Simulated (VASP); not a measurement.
# CaO (Lime) (Fm-3m) in VASP: a series of runs

One crystal, CaO (Lime), is run at these levels: PBE, PBEsol; tasks: dielectric tensor, optical spectrum, elastic constants, phonons.

Program: VASP 6.6.1. These are calculated values, not measurements. Logs are shortened: lines on timing, memory, paths and dates and some standing lists are left out, and cuts for length are marked.

## 1. The crystal as given

Symmetry: Fm-3m, No. 225, cubic system. The conventional cell has a = 4.775 Å, b = 4.775 Å, c = 4.775 Å, α = 90.00°, β = 90.00°, γ = 90.00°. Around Ca (site symmetry m-3m) lie 6 O at 2.39 Å. O (site symmetry m-3m) has 6 Ca at 2.39 Å as nearest neighbours.

## 2. Dielectric tensor, PBE

INCAR reads:

```
PREC     = Accurate       # precision mode
ENCUT    = 520            # plane-wave cutoff, eV
EDIFF    = 1E-8           # SCF threshold, eV
ISMEAR   = 0              # smearing method
SIGMA    = 0.03           # smearing width, eV
LREAL    = False          # projectors in reciprocal space
LASPH    = True           # aspherical terms in the spheres
NELM     = 80             # most SCF steps
ALGO     = Normal         # electronic algorithm
ISIF     = 2              # what is computed and relaxed
LWAVE    = False          # write WAVECAR
LCHARG   = False          # write CHGCAR
GGA      = PE             # functional
LEPSILON = True           # dielectric tensor by DFPT
```

KPOINTS reads:

```
regular mesh
0
Monkhorst-Pack
  16 16 16
```

POSCAR reads:

```
CaO                                     
1.0
    0.0000000000      2.3873311535      2.3873311535
    2.3873311535      0.0000000000      2.3873311535
    2.3873311535      2.3873311535      0.0000000000
  Ca              O             
     1     1
Direct
     0.0000000000000000    0.0000000000000000    0.0000000000000000
     0.5000000000000000    0.5000000000000000    0.5000000000000000
```

Potentials or basis: VASP PAW PBE potentials, release 64 (Ca_sv, O).

Command:

```bash
cat potpaw_PBE.64/Ca_sv/POTCAR potpaw_PBE.64/O/POTCAR > POTCAR
mpirun -np 1 vasp_std > vasp.out
```

OUTCAR:

```text
PREC = Accurate
   ENCUT = 520
   EDIFF = 1E-8
   ISMEAR = 0
   LREAL = False
   LASPH = True
   NELM = 80
   ISIF = 2
   GGA = PE
   LEPSILON = True

 ion  position               nearest neighbor table
   1  0.000  0.000  0.000-   2 2.39   2 2.39   2 2.39   2 2.39   2 2.39   2 2.39
   2  0.500  0.500  0.500-   1 2.39   1 2.39   1 2.39   1 2.39   1 2.39   1 2.39

  LATTYP: Found a face centered cubic cell.
 ALAT       =     4.7746623070

  Lattice vectors:

 A1 = (   0.0000000000,   2.3873311535,   2.3873311535)
 A2 = (   2.3873311535,   0.0000000000,   2.3873311535)
 A3 = (   2.3873311535,   2.3873311535,   0.0000000000)

Analysis of symmetry for initial positions (statically):
=====================================================================
 Subroutine PRICEL returns:
 Original cell was already a primitive cell.

 Routine SETGRP: Setting up the symmetry group for a
 face centered cubic supercell.

 Subroutine GETGRP returns: Found 48 space group operations
 (whereof 48 operations were pure point group operations)
 out of a pool of 48 trial point group operations.

The static configuration has the point symmetry O_h .

Analysis of symmetry for dynamics (positions and initial velocities):
=====================================================================
 Subroutine PRICEL returns:
 Original cell was already a primitive cell.

 Routine SETGRP: Setting up the symmetry group for a
 face centered cubic supercell.

 Subroutine GETGRP returns: Found 48 space group operations
 (whereof 48 operations were pure point group operations)
 out of a pool of 48 trial point group operations.

The dynamic configuration has the point symmetry O_h .

 Subroutine INISYM returns: Found 48 space group operations
 (whereof 48 operations are pure point group operations),
 and found     1 'primitive' translations

----------------------------------------------------------------------------------------

                                     Primitive cell

  volume of cell :      27.2125

  direct lattice vectors                    reciprocal lattice vectors
     0.000000000  2.387331153  2.387331153    -0.209438896  0.209438896  0.209438896
     2.387331153  0.000000000  2.387331153     0.209438896 -0.209438896  0.209438896
     2.387331153  2.387331153  0.000000000     0.209438896  0.209438896 -0.209438896

  length of vectors
     3.376196095  3.376196095  3.376196095     0.362758808  0.362758808  0.362758808

  position of ions in fractional coordinates (direct lattice)
     0.000000000  0.000000000  0.000000000
     0.500000000  0.500000000  0.500000000

  ion indices of the primitive-cell ions
   primitive index   ion index
                 1           1
                 2           2

----------------------------------------------------------------------------------------

 KPOINTS: regular mesh

Automatic generation of k-mesh.
 Grid dimensions read from file:
 generate k-points for:   16   16   16

 Generating k-lattice:

  Cartesian coordinates                     Fractional coordinates (reciprocal lattice)
    -0.013089931  0.013089931  0.013089931     0.062500000  0.000000000  0.000000000
     0.013089931 -0.013089931  0.013089931     0.000000000  0.062500000  0.000000000
     0.013089931  0.013089931 -0.013089931     0.000000000  0.000000000  0.062500000

  Length of vectors
     0.022672426  0.022672426  0.022672426

  Shift w.r.t. Gamma in fractional coordinates (k-lattice)
     0.500000000  0.500000000  0.500000000

 Subroutine IBZKPT returns following result:
 ===========================================

 Found    408 irreducible k-points:

 Following reciprocal coordinates:
            Coordinates               Weight
  0.031250  0.031250  0.031250      8.000000
  0.093750  0.031250  0.031250     24.000000
  0.156250  0.031250  0.031250     24.000000
  0.218750  0.031250  0.031250     24.000000
  0.281250  0.031250  0.031250     24.000000
  0.343750  0.031250  0.031250     24.000000
[... 16 lines left out ...]
  0.468750  0.093750  0.031250     48.000000
 -0.468750  0.093750  0.031250     48.000000
 [... further k-points ...]
   k-points           NKPTS =    408   k-points in BZ     NKDIM =    408   number of bands    NBANDS=     12
   number of dos      NEDOS =    301   number of ions     NIONS =      2
   total plane-waves  NPLWV =  21952
   dimension x,y,z NGX =    28 NGY =   28 NGZ =   28
   dimension x,y,z NGXF=    56 NGYF=   56 NGZF=   56
   ions per type =               1   1
[... 24 lines left out ...]
   NUPDOWN=      -1.0000    fix difference up-down
   EMIN   =  10.00;   EMAX   =-10.00  energy-range for DOS
   EFERMI =   0.00;   METHOD = LEGACY
   ISMEAR =     0;   SIGMA  =   0.03  broadening in eV -4-tet -1-fermi 0-gaus
   EFERMI_NEDOS =   21; number of points for ismear=-14 and -15
   IALGO  =     38    algorithm
   IMIX   =      4    mixing-type and parameters
     AMIX     =   0.40;   BMIX     =  1.00
     AMIX_MAG =   1.60;   BMIX_MAG =  1.00
  volume/ion in A,a.u.               =      13.61        91.82
  Fermi-wavevector in a.u.,A,eV,Ry     =   1.371488  2.591737 25.592295  1.880981
  Thomas-Fermi vector in A             =   2.497181
   LORBIT       =      0    0 simple, 1 ext, 2 COOP (PROOUT), +10 PAW based schemes
   GGA     = PE    functional components
   LHFCALC =     F    Hartree Fock is set to
   AEXX    =    0.0000 exact exchange contribution
   IVDW    =     0    specifies the selected vdW correction
   LEPSILON=     T    determine dielectric tensor
   LRPA    =     F    only Hartree local field effects (RPA)
 non-spin polarized calculation
 Gauss-broadening in eV      SIGMA  =   0.03
  energy-cutoff  :      520.00
  volume of cell :       27.21
 maximum number of plane-waves:       751
 NGX is ok and might be reduce to    28
   NGX = 13   NGY = 13   NGZ = 13

--------------------------------------- Ionic step        1  -------------------------------------------

 number of electron      15.9999997 magnetization

 E-fermi :   2.5856     XC(G=0): -10.5728

 val. band max:        2.4488146724   @ k =   0.0312   0.0312   0.0312
 cond. band min:       6.1272398016   @ k =  -0.4687  -0.4687   0.0312
 fundamental gap:      3.6784251292
 Fermi energy:         2.5856002499

 k-point     1 :       0.0312    0.0312    0.0312
  band No.  band energies     occupation
      1     -35.0911      2.00000
      2     -15.8577      2.00000
      3     -15.8416      2.00000
      4     -15.8416      2.00000
      5     -13.0903      2.00000
      6       2.4245      2.00000
      7       2.4488      2.00000
      8       2.4488      2.00000
      9       7.3890      0.00000
     10       8.7333      0.00000
     11       8.7553      0.00000
     12       8.7553      0.00000
[... 331 lines left out ...]
 k-point    24 :      -0.4687    0.0938    0.0312
  band No.  band energies     occupation
      1     -34.9767      2.00000
      2     -17.0078      2.00000
      3     -15.9322      2.00000
      4     -15.9079      2.00000
      5     -11.8789      2.00000
      6      -0.1180      2.00000
      7       1.2345      2.00000
      8       1.2567      2.00000
      9       9.5578      0.00000
     10      10.2918      0.00000
     11      10.9742      0.00000
     12      11.6355      0.00000

 [... further k-points ...]

  FORCE on cell =-STRESS in cart. coord.  units (eV):
  Direction    XX          YY          ZZ          XY          YZ          ZX
  --------------------------------------------------------------------------------------
  -------------------------------------------------------------------------------------
  Total        0.7885257      0.7885257      0.7885257      0.0000000      0.0000000      0.0000000
  in kB       46.4256996     46.4256996     46.4256996      0.0000000      0.0000000      0.0000000
  external PRESSURE =      46.4256996 kB  Pullay stress =       0.0000000 kB

 VOLUME and BASIS-vectors are now :
 -----------------------------------------------------------------------------
  energy-cutoff  :      520.00
  volume of cell :       27.21
      direct lattice vectors                 reciprocal lattice vectors
     0.000000000  2.387331153  2.387331153    -0.209438896  0.209438896  0.209438896
     2.387331153  0.000000000  2.387331153     0.209438896 -0.209438896  0.209438896
     2.387331153  2.387331153  0.000000000     0.209438896  0.209438896 -0.209438896

 POSITION                                       TOTAL-FORCE (eV/Angst)
 -----------------------------------------------------------------------------------
      0.00000      0.00000      0.00000         0.000000     -0.000000     -0.000000
      2.38733      2.38733      2.38733        -0.000000      0.000000      0.000000
 -----------------------------------------------------------------------------------
    total drift:                                0.000000      0.000000      0.000000

  FREE ENERGIE OF THE ION-ELECTRON SYSTEM (eV)
  ---------------------------------------------------
  free  energy   TOTEN  =       -12.7888999376 eV

  energy  without entropy=      -12.7888999376  energy(sigma->0) =      -12.78889994

 HEAD OF MICROSCOPIC STATIC DIELECTRIC TENSOR (INDEPENDENT PARTICLE, excluding Hartree and local field effects)
 ------------------------------------------------------
           3.928200     0.000000     0.000000
          -0.000000     3.928200     0.000000
           0.000000     0.000000     3.928200
 ------------------------------------------------------

 Free energy of the ion-electron system (eV)
  ---------------------------------------------------
  ---------------------------------------------------
  free energy    TOTEN  =        -0.23062404 eV

  energy without entropy =       -0.23062404

------------------------ aborting loop because EDIFF is reached ----------------------------------------

--------------------------------------- Ionic step        2  -------------------------------------------

------------------------ aborting loop because EDIFF is reached ----------------------------------------

--------------------------------------- Ionic step        3  -------------------------------------------

 Free energy of the ion-electron system (eV)
  ---------------------------------------------------
  ---------------------------------------------------
  free energy    TOTEN  =        -0.23062403 eV

  energy without entropy =       -0.23062403

------------------------ aborting loop because EDIFF is reached ----------------------------------------

 PIEZOELECTRIC TENSOR FIELD DIRECTION 3  (e Angst)
 -----------------------------------------------------------------------------
    -0.00008 -0.00000  0.00000           ( -0.00000  0.00000 -0.00000)
     0.00000 -0.00008 -0.00000           (  0.00000 -0.00000  0.00000)
    -0.00000  0.00000 -0.00035           ( -0.00000  0.00000 -0.00000)

 PIEZOELECTRIC TENSOR FIELD DIRECTION 3  (C/m^2)
 -----------------------------------------------------------------------------
    -0.00005 -0.00000  0.00000
     0.00000 -0.00005 -0.00000
    -0.00000  0.00000 -0.00020

 MACROSCOPIC STATIC DIELECTRIC TENSOR (including local field effects in DFT)
 ------------------------------------------------------
           3.797412     0.000000    -0.000000
           0.000000     3.797412     0.000000
           0.000000    -0.000000     3.797412
 ------------------------------------------------------

 PIEZOELECTRIC TENSOR (including local field effects)  for field in x, y, z        (e  Angst)
          XX          YY          ZZ          XY          YZ          ZX
  --------------------------------------------------------------------------------
  x     0.00000     0.00000     0.00000     0.00000     0.00000     0.00000
  y     0.00000     0.00000     0.00000     0.00000     0.00000     0.00000
  z     0.00000     0.00000     0.00000     0.00000     0.00000     0.00000

 PIEZOELECTRIC TENSOR (including local field effects)  for field in x, y, z        (C/m^2)
          XX          YY          ZZ          XY          YZ          ZX
  --------------------------------------------------------------------------------
  x     0.00000     0.00000     0.00000     0.00000     0.00000     0.00000
  y     0.00000     0.00000     0.00000     0.00000     0.00000     0.00000
  z     0.00000     0.00000     0.00000     0.00000     0.00000     0.00000

 BORN EFFECTIVE CHARGES (including local field effects) (in |e|, cummulative output)
 ---------------------------------------------------------------------------------
 ion    1
    1     2.36310     0.00000     0.00000
    2     0.00000     2.36310     0.00000
    3     0.00000     0.00000     2.36310
 ion    2
    1    -2.36310     0.00000     0.00000
    2     0.00000    -2.36310     0.00000
    3     0.00000     0.00000    -2.36310
```

Wall time 32 min (1 thread of Intel Xeon 6975P-C (Granite Rapids), shared host); peak memory 0.97 GiB.

What came out:

- Electronic dielectric tensor (diagonal): 3.80
- Born charges (mean of the diagonal): Ca +2.36; O -2.36 e

Levels at points of the mesh, in eV from the valence-band top:
| k point | band 5 | band 6 | band 7 | band 8 | band 9 | band 10 | band 11 | band 12 |
| --- | --- | --- | --- | --- | --- | --- | --- | --- |
| (0.03, 0.03, 0.03) | -15.54 | -0.02 | 0.00 | 0.00 | 4.94 | 6.28 | 6.31 | 6.31 |

Electronic dielectric tensor:
```
3.80 0.00 0.00
0.00 3.80 0.00
0.00 0.00 3.80
```

Born effective charge tensors (e):
atom 1, Ca
```
2.36 0.00 0.00
0.00 2.36 0.00
0.00 0.00 2.36
```
atom 2, O
```
-2.36  0.00  0.00
 0.00 -2.36  0.00
 0.00  0.00 -2.36
```

## 3. Optical spectrum, PBE

INCAR, as its differences from that of step 2:

```diff
@@ -2,3 +2,3 @@
 ENCUT    = 520            # plane-wave cutoff, eV
-EDIFF    = 1E-8           # SCF threshold, eV
+EDIFF    = 1E-6           # SCF threshold, eV
 ISMEAR   = 0              # smearing method
@@ -13,2 +13,5 @@
 GGA      = PE             # functional
-LEPSILON = True           # dielectric tensor by DFPT
+LOPTICS  = True           # frequency-dependent dielectric function
+NBANDS   = 40             # bands
+NEDOS    = 2000           # points of the DOS
+CSHIFT   = 0.1
```

KPOINTS reads:

```
regular mesh
0
Gamma
  10 10 10
```

POSCAR is that of step 2.

Potentials or basis: VASP PAW PBE potentials, release 64 (Ca_sv, O).

Command:

```bash
cat potpaw_PBE.64/Ca_sv/POTCAR potpaw_PBE.64/O/POTCAR > POTCAR
mpirun -np 1 vasp_std > vasp.out
```

OUTCAR:

```text
PREC = Accurate
   ENCUT = 520
   EDIFF = 1E-6
   ISMEAR = 0
   LREAL = False
   LASPH = True
   NELM = 80
   ISIF = 2
   GGA = PE

 ion  position               nearest neighbor table
   1  0.000  0.000  0.000-   2 2.39   2 2.39   2 2.39   2 2.39   2 2.39   2 2.39
   2  0.500  0.500  0.500-   1 2.39   1 2.39   1 2.39   1 2.39   1 2.39   1 2.39

  LATTYP: Found a face centered cubic cell.
 ALAT       =     4.7746623070

  Lattice vectors:

 A1 = (   0.0000000000,   2.3873311535,   2.3873311535)
[... 783 lines left out ...]
     0.00000     0.00000     0.00000     0.00000     0.00000     0.00000     0.00000
     1.19392     0.01202     0.01202     0.01202     0.00000    -0.00000    -0.00000
     2.38783     0.03188     0.03188     0.03188     0.00000    -0.00000    -0.00000
     3.58175     0.11529     0.11529     0.11529     0.00000     0.00000    -0.00000
     4.77567     2.20271     2.20271     2.20271     0.00000    -0.00000    -0.00000
     5.96959     3.51299     3.51299     3.51299    -0.00000    -0.00000     0.00000
[... 92 lines left out ...]
   117.00389     0.00009     0.00009     0.00009     0.00000     0.00000    -0.00000
   118.19780     0.00008     0.00008     0.00008     0.00000     0.00000    -0.00000

  frequency dependent      REAL DIELECTRIC FUNCTION (independent particle, no local field effects) density-density
     E(ev)        X           Y           Z          XY          YZ          ZX
  --------------------------------------------------------------------------------------------------------------
     0.00000     3.91661     3.91661     3.91661    -0.00000    -0.00000     0.00000
     1.19392     3.98552     3.98552     3.98552    -0.00000    -0.00000     0.00000
     2.38783     4.23215     4.23215     4.23215    -0.00000    -0.00000     0.00000
     3.58175     4.92970     4.92970     4.92970    -0.00000    -0.00000    -0.00000
     4.77567     5.53464     5.53464     5.53464    -0.00000    -0.00000    -0.00000
     5.96959     5.15508     5.15508     5.15508    -0.00000    -0.00000     0.00000
[... 92 lines left out ...]
   117.00389     0.95389     0.95389     0.95389    -0.00000     0.00000    -0.00000
   118.19780     0.95489     0.95489     0.95489    -0.00000     0.00000    -0.00000

  frequency dependent IMAGINARY DIELECTRIC FUNCTION (independent particle, no local field effects) current-current
     E(ev)      X         Y         Z        XY        YZ        ZX
  --------------------------------------------------------------------------------------------------------------
     0.00000     9.77145     9.77145     9.77145     0.00000    -0.00000     0.00000
     1.19392     0.51208     0.51208     0.51208     0.00000    -0.00000     0.00000
     2.38783     0.30256     0.30256     0.30256    -0.00000    -0.00000     0.00000
     3.58175     0.33473     0.33473     0.33473    -0.00000    -0.00000     0.00000
     4.77567     2.39202     2.39202     2.39202    -0.00000    -0.00000     0.00000
     5.96959     3.65315     3.65315     3.65315     0.00000    -0.00000    -0.00000
[... 92 lines left out ...]
   117.00389     0.00001     0.00001     0.00001    -0.00000     0.00000    -0.00000
   118.19780     0.00001     0.00001     0.00001    -0.00000     0.00000    -0.00000

  frequency dependent      REAL DIELECTRIC FUNCTION (independent particle, no local field effects) current-current
     E(ev)        X           Y           Z          XY          YZ          ZX
  --------------------------------------------------------------------------------------------------------------
     0.00000     3.91455     3.91455     3.91455     0.00000    -0.00000     0.00000
     1.19392     3.98314     3.98314     3.98314     0.00000    -0.00000     0.00000
     2.38783     4.22909     4.22909     4.22909     0.00000    -0.00000     0.00000
     3.58175     4.92290     4.92290     4.92290    -0.00000    -0.00000     0.00000
     4.77567     5.44028     5.44028     5.44028     0.00000     0.00000     0.00000
     5.96959     5.03407     5.03407     5.03407     0.00000     0.00000     0.00000
[... 92 lines left out ...]
   117.00389     0.95389     0.95389     0.95389    -0.00000    -0.00000     0.00000
   118.19780     0.95489     0.95489     0.95489    -0.00000    -0.00000     0.00000
```

Wall time 26 s (1 thread of Intel Xeon 6975P-C (Granite Rapids), shared host); peak memory 0.21 GiB.

What came out:

| Quantity | Value |
| --- | --- |
| Free energy | -12.7889 eV |
| Pressure | 4.6 GPa |
| Band gap on the k mesh | 3.63 eV, indirect (least direct gap 4.00 eV) |

Dielectric function (mean over the directions given):
```tsv
energy (eV)	real part	imaginary part
0.30	3.92	0.00
0.96	3.96	0.01
1.61	4.05	0.02
2.33	4.21	0.03
2.98	4.48	0.05
3.64	5.00	0.13
4.36	5.91	1.16
5.01	4.85	1.73
5.73	4.71	2.23
6.39	4.94	3.45
7.04	4.35	3.01
7.76	4.43	2.97
8.42	3.56	6.11
9.07	1.72	4.79
9.79	-0.18	6.61
10.45	-1.83	3.66
11.16	-1.45	1.73
11.82	-0.57	0.59
12.48	0.10	0.51
13.19	0.72	0.34
13.85	0.94	0.37
14.51	1.47	0.56
15.22	1.70	1.50
15.88	1.02	1.10
16.60	0.88	1.14
17.25	0.92	0.77
17.91	1.05	0.90
18.63	1.31	0.72
19.28	0.72	1.08
20.00	1.20	0.59
```

Caveat: spectra need much finer meshes, so this one isn't converged; independent-particle spectra lack excitons. A hybrid or GW would open this gap; PBE tends to underestimate it.

(Part 1 of 3 ends here.)
